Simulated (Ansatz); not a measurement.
**Stack of 2H-MoSSe under blue phosphorene, shifted by two thirds of the diagonal in a perpendicular field**

Wanted: the out-of-plane response of the stack of 2H-MoSSe under blue phosphorene, shifted by two thirds of the diagonal. A positive field points along +c.

Program: Ansatz 0.2.0. Level of theory: plane-wave DFT, PBE-D3(BJ), Ansatz PAW. Results are calculated unless marked as measured.

Most raw output is cut from this account.

### Step 1. The starting structure

The cell holds 5 atoms: 1 Se, 1 Mo, 1 S and 2 P. Its edges and angles: a = 3.265 Å, b = 3.265 Å, c = 46.433 Å, α = 90.0°, β = 90.0°, γ = 120.0°. Regions: layer 1: 2H-MoSSe, 3 atoms (1 Se, 1 Mo and 1 S); layer 2: blue phosphorene, 2 atoms (2 P). Vacuum lies along c.

### Step 2. Relaxing the slab

The starting cell is a guess, so the in-plane lattice and the atoms are relaxed first, with the slab cut off from its images along the normal.

File input.yaml:

```yaml
crystal:
  lattice:
    - [3.265, 0.0, 0.0]
    - [-1.6325, 2.8275729434, 0.0]
    - [0.0, 0.0, 46.4330713784]
  atoms:
    - { symbol: Se, position: [0.3333333333, 0.6666666667, 0.4167288406] }
    - { symbol: Mo, position: [0.0, 0.0, 0.4556757681] }
    - { symbol: S, position: [0.3333333333, 0.6666666667, 0.4898032954] }
    - { symbol: P, position: [0.3333333333, 0.6666666667, 0.5565660554] }
    - { symbol: P, position: [0.0, 0.0, 0.5832711594] }
  periodic: [true, true, false]
kpoints:
  mp_grid: { grid: [12, 12, 1] }
hamiltonian:
  xc: pbe
  dispersion: d3bj
scf:
  occupations: { method: fermi_dirac, width: 0.05 }
  convergence: { dr2_threshold: 1.0e-09 }
relax:
  f_tol: 0.004
  max_steps: 90
  cell: {}
output:
  write_potential: true
  write_density: true
  volumetric_format: npy
```

Run with:

```bash
> ansatz run input.yaml --threads 2 --pin off --max-ram 3072MiB --backend cpu --events-out ev --progress --plain --runs-dir out
```

It took 5.8 min on 2 threads of Intel Xeon at 2.50GHz (Skylake/Cascade Lake), shared host; peak memory 0.74 GiB; 9.6 min of CPU time.

The steps of the relaxation:

```
step  energy less that of the first step (eV)  largest force component (eV/Å)  volume (Å³)
   1                                   0.0000                          1.5774       428.67
   2                                  -0.0858                          2.1088       425.00
   3                                  -0.2314                          0.2441       422.93
   4                                  -0.2379                          0.0925       420.20
   5                                  -0.2362                          0.3717       419.31
   6                                  -0.2396                          0.0233       419.10
   7                                  -0.2405                          0.0138       418.79
   8                                  -0.2405                          0.0007       418.99
  9*                                  -0.2402                          0.0006       418.99
```

Relaxation steps marked * repeat the geometry before them on a plane-wave basis chosen anew for their cell, so energy and pressure can jump there. Relaxation step 5 was tried and not accepted.

The run keeps the 6 symmetry operations that it works with, so distortions that break them were not tested.

```
cell as run  before  after  change
      a (Å)   3.265  3.228  -1.1 %
      b (Å)   3.265  3.228  -1.1 %
```

The atoms that moved most (Å, along periodic axes as changes of fractional coordinates times the final cell, across vacuum about the mean position):

```csv
atom,dx,dy,dz,length
P5,0.000,0.000,0.291,0.291
P4,0.000,0.000,0.280,0.280
S3,0.000,0.000,-0.262,0.262
Mo2,0.000,0.000,-0.206,0.206
Se1,0.000,0.000,-0.103,0.103
```

The lattice constant a goes from 3.265 to 3.228 Å.

### Step 3. Atoms held, field 0, start network

A sawtooth potential applies the field, turning back in the middle of the vacuum. With the dipole correction the typed value is the field outside the slab. The induced dipole is small, so the SCF threshold is tight.

The cell differs from the one that the last finished run ended in (c 46.433 → 26.127 Å).

File input.yaml:

```yaml
crystal:
  lattice:
    - [3.2279348113, 0.0, 0.0]
    - [-1.6139674056, 2.7954735483, 0.0]
    - [0.0, 0.0, 26.1265402045]
  atoms:
    - { symbol: Se, position: [0.3333333333, 0.6666666667, 0.3444772989] }
    - { symbol: Mo, position: [0.0, 0.0, 0.409758623] }
    - { symbol: S, position: [0.3333333333, 0.6666666667, 0.4682624071] }
    - { symbol: P, position: [0.3333333333, 0.6666666667, 0.6076363117] }
    - { symbol: P, position: [0.0, 0.0, 0.6555227011] }
kpoints:
  mp_grid: { grid: [18, 18, 1] }
  band_path:
    path: [[0, 0, 0], [0.5, 0, 0], [0.33333333, 0.33333333, 0], [0, 0, 0]]
    npoints: 16
hamiltonian:
  xc: pbe
  dispersion: d3bj
scf:
  occupations: { method: fermi_dirac, width: 0.02585 }
  convergence: { dr2_threshold: 1.0e-10 }
efield:
  axis: 3
  dipole_correction: true
  ramp_position: 0.97
  ramp_width: 0.06
  amplitude: 0
output:
  dos: { projected: true, e_range: [-6, 5] }
  write_potential: true
  write_density: true
  volumetric_format: npy
  elf: true
```

Elapsed: 61 s, on 2 threads; peak memory 0.63 GiB.

Numbers from this step:

- gap on the k-mesh: 1.437 eV
- dipole along the normal: -0.03246 e·Å
- gap along the path: 1.437 eV
- smallest direct gap along the path: 1.634 eV
- step between the vacuum levels: 0.6509 eV
- ionisation energy, upper face: 5.715 eV
- electron affinity, upper face: 4.278 eV
- ionisation energy, lower face: 5.064 eV
- gap, the smaller of path and mesh: 1.437 eV

Running mean over a fixed 2.8 Å (it still follows the layers) of the planar mean; the ramp of the sawtooth is left out. The electron's electrostatic potential energy less the Fermi level by z:

| z (Å) | electron's electrostatic potential energy less the Fermi level (eV) |
| --- | --- |
| 3.5 | 4.34 |
| 4.0 | 4.34 |
| 4.5 | 4.34 |
| 5.0 | 4.33 |
| 5.5 | 4.33 |
| 6.0 | 4.28 |
| 6.5 | 4.10 |
| 7.0 | 3.26 |
| 7.5 | 1.58 |
| 8.0 | -0.292 |
| 8.5 | -2.19 |
| 9.0 | -4.80 |
| 9.5 | -8.41 |
| 10.0 | -10.3 |
| 10.5 | -10.7 |
| 11.0 | -11.1 |
| 11.5 | -10.7 |
| 12.0 | -7.70 |
| 12.5 | -3.82 |
| 13.0 | -1.28 |
| 13.5 | 0.778 |
| 14.0 | 1.88 |
| 14.5 | 0.329 |
| 15.0 | -2.51 |
| 15.5 | -5.31 |
| 16.0 | -8.34 |
| 16.5 | -9.73 |
| 17.0 | -8.35 |
| 17.5 | -5.29 |
| 18.0 | -2.44 |
| 18.5 | 0.681 |
| 19.0 | 3.49 |
| 19.5 | 4.61 |
| 20.0 | 4.90 |
| 20.5 | 4.97 |
| 21.0 | 4.98 |
| 21.5 | 4.99 |
| 22.0 | 4.99 |
| 22.5 | 4.99 |
| 23.0 | 4.99 |

The density of states has structure finer than the step of the table below, so its rows give means over 0.2 eV, whole bins alone (the curve runs from -6 to 2.08 eV). Peaks (eV: height): -4.70: 15.8, -4.04: 7.54, -3.90: 7.45, -1.62: 12.1, 1.20: 10.6, 1.44: 8.29, 1.66: 10.4.

Table of density of states by energy, zero at the Fermi level of the run, which the smearing sets inside the gap; means over each step:

```
energy (eV)  density of states (states/eV a cell)
       -5.8                                  5.38
       -5.6                                  1.91
       -5.4                                  2.71
       -5.2                                  2.37
       -5.0                                  3.02
       -4.8                                  4.89
       -4.6                                  5.19
       -4.4                                  2.61
       -4.2                                  2.91
       -4.0                                  5.97
       -3.8                                  4.34
       -3.6                                  3.16
       -3.4                                  3.38
       -3.2                                  2.75
       -3.0                                  2.49
       -2.8                                  3.69
       -2.6                                  4.76
       -2.4                                  4.47
       -2.2                                  4.28
       -2.0                                  3.26
       -1.8                                  3.02
       -1.6                                  4.54
       -1.4                                  3.30
       -1.2                                  3.53
       -1.0                                  2.14
       -0.8                                 0.881
       -0.6                                     0
       -0.4                                     0
       -0.2                                     0
        0.0                                     0
        0.2                                     0
        0.4                                     0
        0.6                                     0
        0.8                                  1.78
        1.0                                  5.51
        1.2                                  5.05
        1.4                                  4.90
        1.6                                  6.59
        1.8                                  4.71
```

Projected DOS per atom over height of the atomic layer and energy from the Fermi level. Layers: Se Mo S P P from below.

Values in states/eV, 22 rows by 5 columns, each cell a mean:
```
0.51 1.57 0.76 0.45 0.47
0.74 2.94 0.78 0.59 0.59
0.72 2.45 0.35 0.46 0.46
0.40 1.10 0.19 0.25 0.25
0.00 0.00 0.00 0.00 0.00
0.00 0.00 0.00 0.00 0.00
0.00 0.00 0.00 0.00 0.00
0.01 0.15 0.12 0.04 0.04
0.13 0.86 0.37 0.52 0.52
0.33 1.22 0.42 0.57 0.56
0.48 1.40 0.49 0.83 0.84
1.28 0.85 0.69 0.61 0.61
1.39 1.09 0.99 0.62 0.60
1.04 0.58 0.88 0.32 0.42
0.43 0.81 0.66 0.46 0.45
0.48 0.85 0.70 0.63 0.64
1.06 1.37 1.51 0.59 0.59
0.58 0.55 0.56 0.47 0.47
1.24 1.24 1.53 0.54 0.53
0.38 0.33 0.37 0.79 0.76
0.41 0.33 0.41 0.55 0.53
1.08 1.36 1.41 0.19 0.18
```
Columns: height of the atomic layer (Å) from 9 to 17.1 (not evenly spaced); rows upwards: energy from the Fermi level (eV) from -5.96 to 2.05.

The electronic bands at the labelled points (eV, zero at the Fermi level of the run, which the smearing sets inside the gap):

```
  point  band 20  band 21  band 22  band 23  band 24  band 25  band 26  band 27
      Γ    -1.79    -1.12    -1.12    -0.73     1.94     1.94     2.28     2.28
halfway    -2.39    -2.32    -1.71    -1.12     1.00     1.20     1.45     1.99
      M    -2.94    -2.54    -1.63    -1.53     0.90     1.23     1.63     2.19
halfway    -3.22    -2.91    -2.45    -1.16     1.10     1.70     1.93     2.41
      K    -3.25    -2.94    -2.74    -0.92     0.71     0.85     1.92     2.43
halfway    -2.70    -2.11    -1.61    -1.10     0.82     1.43     1.71     2.47
      Γ    -1.79    -1.12    -1.12    -0.73     1.94     1.94     2.28     2.28
```

Valence density in the ca plane at fractional y = 0.667, with atoms of Se and S and P within 0.2 Å of it. It is the smooth field of the valence electrons, not physical close to the nuclei.

Ten steps, logarithmic in the rise over the least value, from '0' (0 e/Å³) to '9' (26 e/Å³), each cell a mean:
```
00000000111122211100000000011121100000000000
00000000111122211100000000011121100000000000
00000011222122122211000001112221100000000000
00000124542211123332100012222211000000000000
00000137984211233233100012212211000000000000
00000137984211233233100012211211000000000000
00000124653211223332100012222211000000000000
00000012222112222221000001122221100000000000
```
Columns run along c (16.0 Å, from fractional 0.23 to 0.84 of the cell), rows up along a (3.2 Å). Atoms in or near the plane, at fractional coordinates: Se at (0.34, 0.33), S at (0.47, 0.33), P at (0.61, 0.33).

ELF in the ca plane at fractional y = 0.667, with atoms of Se and S and P within 0.2 Å of it. It is the smooth field of the valence electrons, not physical close to the nuclei.

Ten even steps from '0' (0.00) to '9' (0.97), each cell a mean:
```
00000000000011233212321232100001123456677642
00000000000001223212321222100000123456678752
00000000001246666532224677641014666776665421
00000000014688877752137878983038986676432100
00000000136899733663247525995049960155210000
00000000136899623663247414995049960144210000
00000000024788866752147778984038985676421100
00000000001357777632224777751015777776655321
```
Columns run along c (16.0 Å, from fractional 0.13 to 0.75 of the cell), rows up along a (3.2 Å). Atoms in or near the plane, at fractional coordinates: Se at (0.34, 0.33), S at (0.47, 0.33), P at (0.61, 0.33).

Electrostatic potential energy in the ca plane at fractional y = 0.667, with atoms of Se and S and P within 0.2 Å of it. With pseudopotentials it is smooth inside the atoms' cores, unlike the true potential.

Ten even steps from '0' (-38 eV) to '9' (6 eV), each cell a mean:
```
99999999988755678999999999988767899999999999
99999999988754678999999999988766899999999999
99999987778776788789999998877778899999999999
99999964445888863237999997312688999999999999
99999845664788840104899984000379999999999999
99999846764788830203899984000279999999999999
99999864545788862126999996201588999999999999
99999987667877787778999998767788899999999999
```
Columns run along c (16.0 Å, from fractional 0.23 to 0.84 of the cell; values clipped at the 3rd and 97th percentile), rows up along a (3.2 Å). Atoms in or near the plane, at fractional coordinates: Se at (0.34, 0.33), S at (0.47, 0.33), P at (0.61, 0.33).

The gap is 1.44 eV, with the valence edge 5.72 eV and the conduction edge 4.28 eV under the upper vacuum level.

### Step 4. Single point, field 0.1 V/Å

input.yaml, as its differences from that of step 3:

```diff
@@ -25,7 +25,6 @@
   dipole_correction: true
-  ramp_position: 0.97
-  ramp_width: 0.06
-  amplitude: 0
+  ramp_position: 0.9529
+  ramp_width: 0.0892
+  amplitude: 0.1
 output:
-  dos: { projected: true, e_range: [-6, 5] }
   write_potential: true
@@ -33,2 +32 @@
   volumetric_format: npy
-  elf: true
```

Wall time 65 s (2 threads); peak memory 0.62 GiB.

The dipole is 0.0141 e·Å, 0.0466 e·Å from its value without field, and the gap 1.403 eV.

### Step 5. Atoms held, field -0.1 V/Å

input.yaml, as its differences from that of step 4:

```diff
@@ -27,3 +27,3 @@
   ramp_width: 0.0892
-  amplitude: 0.1
+  amplitude: -0.1
 output:
```

Run time: 62 s. Hardware: 2 threads; peak memory 0.62 GiB; 1.8 min of CPU time.

The dipole is -0.0789 e·Å, -0.0464 e·Å from its value without field, and the gap 1.400 eV.

### Step 6. Response, atoms held

This step: plane-wave DFT, PBE-D3(BJ), Ansatz PAW; response to a field along the normal, atoms held (Ansatz 0.2.0).

The dipoles give the slope, and the difference of two potentials shows where the field is screened.

This step gave:

```
equivalent conductor thickness p/(ε₀AE) : 9.325 Å
distance between the outer atoms        : 8.127 Å
```

Table of dipole of the cell by applied field:

```
applied field (V/Å)  dipole of the cell (e·Å)
            -0.1000                   -0.0789
             0.0000                   -0.0325
             0.1000                    0.0141
```

Local field over the applied field, running mean. From the potentials at -0.1 and 0.1 V/Å; running mean over 2.8 Å. Table of local field over applied field by z:

```
z (Å)  local field over applied field
  4.5                           0.998
  5.0                           0.994
  5.5                           0.982
  6.0                           0.952
  6.5                           0.883
  7.0                           0.762
  7.5                           0.610
  8.0                           0.446
  8.5                           0.286
  9.0                           0.157
  9.5                          0.0795
 10.0                          0.0439
 10.5                          0.0321
 11.0                          0.0411
 11.5                          0.0659
 12.0                           0.119
 12.5                           0.207
 13.0                           0.303
 13.5                           0.367
 14.0                           0.382
 14.5                           0.356
 15.0                           0.279
 15.5                           0.176
 16.0                          0.0950
 16.5                          0.0664
 17.0                           0.112
 17.5                           0.222
 18.0                           0.376
 18.5                           0.541
 19.0                           0.700
 19.5                           0.838
 20.0                           0.927
 20.5                           0.970
 21.0                           0.989
 21.5                           0.996
 22.0                           0.999
```

Electrons, planar mean, per unit field. Table of induced electron density by z:

z (Å), induced electron density (e/Å³ per V/Å) and a bar from the least value:
```
      4.5    0.00001 ##############
      5.0    0.00002 ##############
      5.5    0.00007 ##############
      6.0    0.00019 ###############
      6.5    0.00052 ################
      7.0    0.00129 ####################
      7.5    0.00271 ##########################
      8.0    0.00355 ##############################
      8.5    0.00152 #####################
      9.0    0.00082 ##################
      9.5    0.00047 ################
     10.0   -0.00078 ###########
     10.5    0.00009 ###############
     11.0    0.00035 ################
     11.5   -0.00007 ##############
     12.0   -0.00066 ###########
     12.5   -0.00079 ###########
     13.0   -0.00275 ##
     13.5   -0.00187 ######
     14.0    0.00028 ###############
     14.5    0.00215 ########################
     15.0    0.00253 #########################
     15.5    0.00070 #################
     16.0    0.00082 ##################
     16.5   -0.00001 ##############
     17.0   -0.00091 ##########
     17.5   -0.00091 ##########
     18.0   -0.00317 
     18.5   -0.00314 
     19.0   -0.00175 ######
     19.5   -0.00078 ###########
     20.0   -0.00031 #############
     20.5   -0.00012 ##############
     21.0   -0.00004 ##############
     21.5   -0.00001 ##############
     22.0    0.00000 ##############
```

The smaller of the gaps on the path and on the k-mesh, counted as 0 under 0.03 eV. The gap by applied field:

```csv
applied field (V/Å),gap (eV)
-0.1000,1.40
0.0000,1.44
0.1000,1.40
```

By hand: between -0.1 and 0.1 V/Å the dipole changes by 0.09300 e·Å, a slope of 0.4650 e·Å²/V. A perfect conductor of thickness t has p = ε₀AEt, so t = 180.95 × 0.4650 / 9.024 = 9.33 Å (e/ε₀ = 180.95 V·Å, A in Å²).

The induced dipole is that of a conductor 9.33 Å thick.

### Step 7. Outcome

```
gap without field                          : 1.44 eV
ionisation energy, upper face              : 5.72 eV
electron affinity, upper face              : 4.28 eV
step between the vacuum levels             : 0.651 eV
equivalent conductor thickness, atoms held : 9.33 Å
```

**Reading.** The induced dipole equals that of a perfect conductor 9.33 Å thick, while the outer atoms lie 8.13 Å apart; an out-of-plane ε follows only once a thickness t is chosen, by 1 − 1/ε = 9.33 Å / t. The two faces differ: the vacuum level above lies 0.65 eV higher than the one below. The gap goes from 1.44 eV to 1.40 eV at -0.1 V/Å. Semilocal functionals give gaps that are too small, and excitons are not included. Spin-orbit coupling is left out, which matters for the bands of elements this heavy.

[Logs are printed without paths, hosts, clocks, repeated set-up lines and the standing remarks that a program may print on its own settings, such as how far it seeks lower states.]

[Hosts, paths, dates, database ids (printed as entryN), source tags and the programs' standing remarks are cut or masked in the printed files.]

[Maps of the electrostatic potential energy from Ansatz leave out the sawtooth potential of an applied field or a dipole correction, so their vacuum need not be flat; planar profiles and work functions include it.]

[The density of states shown here was stored with 400 of the rows of the run's finer table, so its peaks can read low, often by over a quarter, or be missed, and its means over a window can be off by a tenth or more.]
